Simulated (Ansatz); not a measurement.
# VO2 (P4_2/mnm): equation of state

An exercise on one series of results from a longer session: the logs are not shown, and one member is left open.

The COD entry's cell or inner coordinates are ideal or old and differ from later refinements, so a difference from it is no clean test against experiment.

Method: DFT PBE, scalar-relativistic, plane waves, PAW, in Ansatz 0.2.0.

Spin polarisation is switched off on purpose; where the compound carries moments, volume, stiffness and gap are then not the real material's.

## The starting structure

Symmetry: P4_2/mnm, No. 136, tetragonal system. The conventional cell has a = 4.615 Å, b = 4.615 Å, c = 2.775 Å, α = 90.00°, β = 90.00°, γ = 90.00°. Around V (site symmetry mmm) lie 6 O at 1.91 to 1.95 Å. O (site symmetry m2m) is surrounded by 3 V at 1.91 to 1.95 Å.

As a file:

```cif
data_structure
_symmetry_space_group_name_H-M 'P 1'
_symmetry_Int_Tables_number 1
_cell_length_a 4.6147
_cell_length_b 4.6147
_cell_length_c 2.7749
_cell_angle_alpha 90.000
_cell_angle_beta 90.000
_cell_angle_gamma 90.000
_cell_volume 59.09
loop_
_atom_site_label
_atom_site_type_symbol
_atom_site_fract_x
_atom_site_fract_y
_atom_site_fract_z
_atom_site_occupancy
V1 V 0.00000 0.00000 0.00000 1
V2 V 0.50000 0.50000 0.50000 1
O1 O 0.29855 0.29855 0.00000 1
O2 O 0.20145 0.79855 0.50000 1
O3 O 0.70145 0.70145 0.00000 1
O4 O 0.79855 0.20145 0.50000 1
```

An earlier run at PBE left this cell at 9.849 Å³/atom and 0.01 GPa (6×6×10 mesh).

Volume factors to run: 0.980, 1.020, 0.960, 1.040.

The first run:

Input file input.yaml:

```yaml
crystal:
  lattice:
    - [4.5837476845, 0.0, 0.0]
    - [0.0, 4.5837476845, 0.0]
    - [0.0, 0.0, 2.7563201772]
  atoms:
    - { symbol: V, position: [0.0, 0.0, 0.0] }
    - { symbol: V, position: [0.5, 0.5, 0.5] }
    - { symbol: O, position: [0.2985480401, 0.2985480401, 0.0] }
    - { symbol: O, position: [0.2014519599, 0.7985480401, 0.5] }
    - { symbol: O, position: [0.7014519599, 0.7014519599, 0.0] }
    - { symbol: O, position: [0.7985480401, 0.2014519599, 0.5] }
basis:
  ecutwfc: 420
  ecutrho_ratio: 4
kpoints:
  mp_grid: { grid: [6, 6, 10] }
hamiltonian:
  xc: pbe
scf:
  occupations: { method: gaussian, width: 0.05 }
output:
  forces: true
  stress: true
  eigenvalues: true
relax:
  f_tol: 0.01
  max_steps: 40
  cell: { stress_tol: 0.1, fix: [volume] }
```

Run with:

```
ansatz run input.yaml --threads 1 --pin off --max-ram 2560MiB --backend cpu --events-out ev --progress --plain --runs-dir out
```

Among the steps run: Scaling the volume by 0.980; Scaling the volume by 1.020; Scaling the volume by 0.960; Scaling the volume by 1.040.

One of the session's tables, all rows but one given; the rest of the session is left out.

It belongs to the step «Energy and pressure against volume». 

| volume (Å³/atom) | energy (meV/atom) | pressure (GPa) |
| --- | --- | --- |
| 9.455 | 12.25 | 10.39 |
| 9.652 | 2.98 | 4.89 |
| 9.849 | 0.00 | 0.01 |
| 10.046 | ? | ? |
| 10.243 | 10.29 | -8.02 |

Q: Estimate the row for volume (Å³/atom) = 10.046 from the others.

Worked estimate for «energy (meV/atom)». A straight line through the neighbours (9.849, 0.00) and (10.243, 10.29) gives 0.00 + (10.29 − 0.00) × (10.046 − 9.849) / (10.243 − 9.849) = 5.14; a parabola fitted to 3 rows on both sides gives 2.44.

The run gave: energy (meV/atom): 2.69; pressure (GPa): -4.25. In «energy (meV/atom)» the line misses by +2.45 and the parabola by -0.25.
